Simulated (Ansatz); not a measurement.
Runs of Ansatz 0.2.0 on CoPdO2. The structure is trigonal, space group R-3m (No. 166). The conventional cell has a = 2.863 Å, b = 2.863 Å, c = 17.873 Å, α = 90.00°, β = 90.00°, γ = 120.00°. Pd (site symmetry -3m) has 2 O at 2.01 Å as nearest neighbours. Co (site symmetry -3m) is surrounded by 6 O at 1.92 Å. O (site symmetry 3m) is surrounded by 3 Co at 1.92 Å and 1 Pd at 2.01 Å. The cell is a database's computed one.

| fixed moment (μB) | pressure (GPa) | moment (μB) | largest force (eV/Å) |
| --- | --- | --- | --- |
| 3.0 | 14.6 | 3.00 | 1.55 |
| 1.0 | (b) | 1.00 | 0.25 |
| 0.5 | (c) | 0.50 | 0.25 |
| 2.5 | 11.9 | 2.50 | 1.07 |
| 1.5 | (a) | 1.50 | 0.06 |

Alike in all rows: task single point; level PBE; potentials or basis Ansatz PAW; spin collinear, ferromagnetic start; cell as given; k mesh 9 × 9 × 9; cutoff (eV) 420; smearing fermi-dirac 0.05 eV.

Task: Estimate the missing entries.

Result: (a) 5.7; (b) 2.9; (c) 0.7.

Caveats: the total moment is fixed, so each spin has its own Fermi level; a cell with one magnetic atom can't hold antiferromagnetic order, which such compounds often take; the thresholds are loose for stress; forces of over 1 eV/Å show positions far from the minimum, so gaps and moduli don't describe the material at rest (some runs).
